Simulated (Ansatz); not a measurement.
**MoS2: do the settings matter for the field gradients?**

Cell: a structure deposited in the COD, atoms as given.

```
CELL_PARAMETERS angstrom
1.58150 0.91308 6.12333
-1.58150 0.91308 6.12333
0.00000 -1.82616 6.12333
ATOMIC_POSITIONS crystal
Mo 0.00000 0.00000 0.00000
S 0.25160 0.25160 0.25160
S 0.41510 0.41510 0.41510
```

Atom numbers follow the list; atoms alike are taken as one site, whose name carries the number of the first.

Reference run. Computed with Ansatz: DFT, PBE, plane waves and PAW, scalar-relativistic, collinear spin, 420 eV cutoff, Γ-centred 16×16×16 k-points, Fermi–Dirac smearing 0.02 eV. Start moments as typed (μB): 2 on each Mo, none on the rest.

(1) The input is changed as follows: `hamiltonian.pseudopotentials`: {kind: paw} → {kind: paw, source: ansatz}; `hamiltonian.dispersion`: not typed → d4; `hamiltonian.hubbard`: not typed → {sites: [{species: Mo, l: d, u_eff: 2.0}], double_counting: amf}. What happens to V_zz (10²¹ V/m²) and η?

Results:

(1) 

```
site  atom  V_zz reference  η reference  V_zz changed  η changed
  Mo     1           -9.08         0.00         -9.81       0.00
  S2     2           -6.39         0.00         -6.49       0.00
  S3     3           -6.25         0.00         -6.36       0.00
```

The largest change of V_zz is on Mo, from -9.08 to -9.81. In per cent, |V_zz| changes by +8 on Mo, +2 on S (all sites that start above 0.5). The dispersion term itself leaves the density as it is. The cutoff that the program takes moves with it, from 420 to 510 eV. The changed run reads another set of PAW files. Its pressure is 6 GPa, against 9 GPa in the reference run. SCF iterations: 13 and 16.

On the reference run: The calculated pressure of 9 GPa (PBE) comes largely from the unrelaxed atoms: it is 2.9 GPa once they are relaxed in the same cell. The largest force is 1.3 eV/Å, so the atoms aren't at the calculated equilibrium and relaxing them would move these values. Without spin–orbit coupling (the program notes it for Mo) the gradients can shift somewhat, as the gap is small. The start moments die out, and the run ends without spin.
